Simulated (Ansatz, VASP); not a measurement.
Cu in VASP and in Ansatz

Contents of INCAR:

```
  PREC = Accurate
  ENCUT = 520
  EDIFF = 1E-7
  ISMEAR = 0
  SIGMA = 0.1
  LREAL = False
  LASPH = True
  NELM = 100
  ALGO = Normal
  ISIF = 2
  LWAVE = False
  LCHARG = False
  GGA = PS
  NBANDS = 12
```

The input KPOINTS:

```
regular mesh
0
Gamma
  9 9 8
```

The input POSCAR:

```
Cu
1.0
    2.4315647400      0.0000000000      0.0000000000
   -1.2157823700      2.1057968357      0.0000000000
    0.0000000000      0.0000000000      2.2719933039
Cu
1
Direct
    0.0000000000      0.0000000000      0.0000000000
```

Input for Ansatz:

```yaml
crystal:
  lattice:
    - [2.43156474, 0.0, 0.0]
    - [-1.21578237, 2.1057968357, 0.0]
    - [0.0, 0.0, 2.2719933039]
  atoms:
    - { symbol: Cu, position: [0.0, 0.0, 0.0] }
basis:
  ecutwfc: 420
kpoints:
  mp_grid: { grid: [9, 9, 8] }
hamiltonian:
  xc: pbesol
scf:
  occupations: { method: gaussian, width: 0.1 }
  lower_state_search: "off"
output:
  forces: true
  stress: true
  eigenvalues: true
```

Alike in both runs: task single point; functional PBEsol; k mesh 9 × 9 × 8; occupations gaussian, width 0.1 eV; no spin polarisation.

|  | VASP | Ansatz |
| --- | --- | --- |
| version | VASP 6.6.1 | Ansatz 0.2.0 |
| potentials or method | VASP PAW PBE potentials, release 64 (Cu) | scalar-relativistic, plane waves, PAW |
| plane-wave cutoff (eV) | 520 | 420 |
| valence electrons in the cell | 11 | 19 |

```tsv
	VASP	Ansatz	Ansatz less VASP
gap on the k mesh at the Fermi level (eV)	none	none	-
pressure (GPa)	9.5	8.9	-0.58
largest component of the traceless stress (GPa)	12.04	12.21	+0.165
```

A gap of «none» marks a metal or a gap that the smearing closes. The functional is the same, so the differences come from potentials, cutoffs and numerics. The two sets of potentials don't hold the same shells in valence.

Caveats: the PAW data sets were made with another functional, which shifts forces and pressure a little (VASP).
